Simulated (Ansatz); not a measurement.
Input of an Ansatz 0.2.0 run:

File input.yaml:

```yaml
crystal:
  lattice:
    - [2.91, 0.0, 0.0]
    - [0.0, 2.91, 0.0]
    - [0.0, 0.0, 2.91]
  atoms:
    - { symbol: Fe, position: [0.5, 0.5, 0.5], spin: 1.5 }
    - { symbol: Al, position: [0.0, 0.0, 0.0] }
hamiltonian:
  xc: pbesol
  pseudopotentials: { kind: paw }
magnetization:
  spin_polarized: true
  initial_magnetization: 1.5
  spin_locking: { lock_magnetization: hard }
kpoints:
  mp_grid: { grid: [8, 8, 8] }
scf:
  occupations: { method: fermi_dirac, width: 0.05 }
  lower_state_search: "off"
output:
  forces: true
  stress: true
  eigenvalues: true
  write_density: true
  write_potential: true
  elf: true
  volumetric_format: npy
```

Potentials or basis: Ansatz PAW.

Command:

```bash
$ ansatz run input.yaml --threads 2 --pin off --max-ram 5632MiB --backend cpu --events-out ev --progress --plain --runs-dir out
```

**Question.** Predict the pressure.

**Answer.** -5.4 GPa.

Caveat: the total moment is fixed, so each spin has its own Fermi level; the PAW data sets come from PBE, with cores solved anew for the run's functional, which leaves a small shift of forces and pressure; the thresholds are loose for stress.
